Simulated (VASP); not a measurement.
Input of a VASP 6.6.1 run:

The input INCAR:

```
ALGO = Normal ; DIPOL = 0.5 0.5 0.500
EDIFF = 1E-6 ; ENCUT = 520
GGA = PE ; IDIPOL = 3
ISIF = 2 ; ISMEAR = 0
LASPH = True ; LCHARG = True
LDIPOL = True ; LELF = True
LREAL = False ; LVACPOTAV = True
LVHAR = True ; LWAVE = False
NELM = 60 ; PREC = Accurate
SIGMA = 0.05
```

KPOINTS

```
k-points
0
Gamma
  10 10 1
```

The input POSCAR:

```
TaN
1.0
    2.9379988584      0.0000000000      0.0000000000
   -1.4689994292      2.5443816477      0.0000000000
    0.0000000000      0.0000000000     25.0905000000
Ta N
4 4
Direct
    0.3333333333      0.6666666666      0.2989179171
    0.3333333333      0.6666666666      0.4138219645
    0.3333333333      0.6666666666      0.5287260118
    0.3333333333      0.6666666666      0.6436300592
    0.0000000000      0.0000000000      0.3563699408
    0.0000000000      0.0000000000      0.4712739882
    0.0000000000      0.0000000000      0.5861780355
    0.0000000000      0.0000000000      0.7010820829
```

Potentials or basis: VASP PAW PBE potentials, release 64 (Ta_pv, N).

Command:

```bash
$ cat potpaw_PBE.64/Ta_pv/POTCAR potpaw_PBE.64/N/POTCAR > POTCAR
$ mpirun -np 1 vasp_std > vasp.out
```

Problem. Estimate the work function of the upper face.

Solution. 7.70 eV.

Problem. Estimate the work function of the lower face.

Solution. 5.08 eV.

Problem. What does it give for the largest force?

Solution. 7.239 eV/Å.

Problem. Estimate the band gap on the k mesh.

Solution. None (metal or under the smearing width).

Forces in eV/Å, atoms in the order of the input:
```
Ta   0.000  0.000 -0.384
Ta   0.000  0.000 -0.294
Ta   0.000  0.000  0.280
Ta   0.000  0.000  7.239
N    0.000  0.000  0.354
N    0.000  0.000 -0.056
N    0.000  0.000 -1.183
N    0.000  0.000 -5.956
```

The run has no spin-orbit coupling, so splittings on Ta are missing.
